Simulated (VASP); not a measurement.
C, 4 atoms in the cell. Symmetry: P6_3/mmc, No. 194, hexagonal system. Conventional cell: a = 2.466 Å, b = 2.466 Å, c = 6.713 Å, α = 90.00°, β = 90.00°, γ = 120.00°. C (site symmetry -6m2) has 3 C at 1.42 Å as nearest neighbours. C (site symmetry -6m2) is surrounded by 3 C at 1.42 Å. 

- Program: VASP 6.6.1
- Task: relaxation of cell and atoms
- Functional: PBE
- Dispersion: D3(BJ)
- Potentials or basis: VASP PAW PBE potentials, release 64 (C)
- Cutoff: 520 eV
- k mesh: 15 × 15 × 6
- Occupations: gaussian, width 0.02 eV
- Spin: no spin polarisation
- Further INCAR settings: ALGO = Fast; EDIFF = 1e-07; IBRION = 2; EDIFFG = -0.002; NSW = 80; ISIF = 3

Potentials or basis: VASP PAW PBE potentials, release 64 (C).

The run is started by

```console
$ cat potpaw_PBE.64/C/POTCAR > POTCAR
$ mpirun -np 4 vasp_std > vasp.out
```

Hardware: 4 MPI ranks on Intel(R) Xeon(R) Platinum 8259CL CPU @ 2.50GHz (Skylake/Cascade Lake), with other jobs on the host.

Question: Estimate the wall time of this run.

Answer: Run time: 17 s on 4 MPI ranks on Intel(R) Xeon(R) Platinum 8259CL CPU @ 2.50GHz (Skylake/Cascade Lake), on a shared host, peak memory 0.17 GiB a rank. Counts: scf iterations 22, k points 108, ion steps 1.
